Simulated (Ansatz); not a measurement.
Band gaps on a Γ-centred 6×6×6 mesh, computed with PBE in Ansatz (all-electron LAPW, point nucleus), no spin polarisation, no spin–orbit coupling.

(1) Rank by gap, smallest first.
A. ZnSe (zinc blende, a = 5.740 Å)
B. BaO (rock salt, a = 5.590 Å)
C. YN (rock salt, a = 4.920 Å)
D. SrO (rock salt, a = 5.200 Å)
E. CaO (rock salt, a = 4.830 Å)
F. GaN (zinc blende, a = 4.550 Å)

Results:

(1) C (0.21 eV), A (1.14 eV), F (1.55 eV), B (2.13 eV), D (3.33 eV), E (3.65 eV).

Model structures, not the usual forms at ambient conditions (metastable or hypothetical): GaN (zinc blende type). A gap read on the mesh is an upper bound of this method's gap, since the mesh can miss a band edge. Spin–orbit coupling is left out; with heavy elements it can shift the gap and split levels by tenths of an eV. Semilocal functionals give gaps that mostly lie well below measured ones.
